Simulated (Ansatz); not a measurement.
Runs of Ansatz 0.2.0 on CsSnBr3. Symmetry: Pm-3m, No. 221, cubic system. The conventional cell has a = 5.839 Å, b = 5.839 Å, c = 5.839 Å, α = 90.00°, β = 90.00°, γ = 90.00°. Around Cs (site symmetry m-3m) lie 12 Br at 4.13 Å. Sn (site symmetry m-3m) has 6 Br at 2.92 Å as nearest neighbours. Br (site symmetry 4/mmm) is surrounded by 2 Sn at 2.92 Å. The cell is a database's computed one.

| task | level | spin | cell | k mesh | points for each segment of the path | gap on the mesh (eV) | pressure (GPa) | relaxed volume (Å³/atom) |
| --- | --- | --- | --- | --- | --- | --- | --- | --- |
| band structure | LDA | SOC, no magnetisation | as given | 4 × 4 × 4 | 14 | 0.07 | -1.8 | - |
| relaxation of cell and atoms | RPBE | off | relaxed | 5 × 5 × 5 | - | (a) | 0.0 | (b) |
| relaxation of cell and atoms | PBEsol | off | relaxed | 5 × 5 × 5 | - | 1.75 | 0.0 | 38.01 |
| band structure | BLYP | off | as given | 5 × 5 × 5 | 14 | - | 2.0 | - |
| band structure | RPBE | off | as given | 5 × 5 × 5 | 14 | - | 1.8 | - |

Alike in all rows: potentials or basis Ansatz PAW; cutoff (eV) 420; smearing fermi-dirac 0.05 eV.

Q: Fill in the values left out.

A: (a) 2.07; (b) 43.62.

Caveats: the PAW data sets come from PBE, with cores solved anew for the run's functional, which leaves a small shift of forces and pressure; spin-orbit coupling is left out, which moves the levels of the heavy elements (some runs); odd divisions of the mesh miss points on the zone boundary, where band edges often lie, so the gap on the mesh can be too wide (some runs); the plane-wave basis is chosen anew once the cell has moved, so the energies of steps on either side of that aren't comparable (some runs).

A k mesh can miss the band edges, and rows without SOC leave out spin-orbit coupling on Br, Cs, Sn.
